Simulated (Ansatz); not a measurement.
# Point defect: Ru on a Si site in Si

Level of theory: DFT PBE, scalar-relativistic, plane waves, PAW (Ansatz 0.2.0). Run with 420 eV cutoff, 2×2×2 k-mesh, shifted by half a step, Gaussian smearing of 0.02 eV, collinear spin.

Host crystal, relaxed:

```
Si
1.0
     3.85128    0.00000    0.00000
    -1.92564    3.33531    0.00000
     0.00000    0.00000    6.36502
Si
4
Direct
  0.33333 0.66667 0.06293
  0.66667 0.33333 0.56293
  0.33333 0.66667 0.43707
  0.66667 0.33333 0.93707
```

Supercell of 48 atoms, rows in host cell vectors: 2 0 -1; -2 -2 -1; 0 2 -1. Atoms relax at the host's cell, keeping the symmetry that the supercell leaves at the site. The cell is small, so energies carry finite-size errors of tenths of an eV. The host's Kohn–Sham gap is 0.45 eV. Atoms are taken from and returned to the elements' standard states. Charged cells are corrected for image charges with the computed static dielectric tensor (mean 13.0) and aligned with the host's potential at far atoms (alignment terms reach 0.15 eV). No band-filling term is added, and the Fermi level counts from the host's valence band top.

Starting moments were lost in some runs.

Defect: Ru on a Si site set at (0.333, 0.667, 0.063) of the host cell. Before relaxation its nearest neighbours are 3 Si at 2.36 Å, 1 Si at 2.38 Å.

| charge | E_f at the valence band top (eV) | over the neutral state (eV) | moment (μB) | largest move (Å) | atoms near the site |
| --- | --- | --- | --- | --- | --- |
| +1 | 1.67 | 0.63 | 0.00 | 0.07 | 3 Si at 2.32 Å, 1 Si at 2.34 Å |
| 0 | 1.03 | 0.00 | 0.00 | 0.08 | 3 Si at 2.31 Å, 1 Si at 2.34 Å |
| -1 | 1.60 | 0.56 | 0.50 | 0.13 | 3 Si at 2.29 Å, 1 Si at 2.35 Å |

Among the charges computed the stable one is 0 at the valence band top and stays so across the gap. In charge +1, -1 the extra carrier would gain by moving to a band edge of the host, so it isn't bound in the gap, though by less than the errors named above. In charge +1, -1 the cell has partly filled bands: a level of the defect may be part filled, the carrier may sit in the host's bands, or levels may cross between the k points, so transitions that involve it are doubtful. Fractional moments come from partly filled bands of the small cell.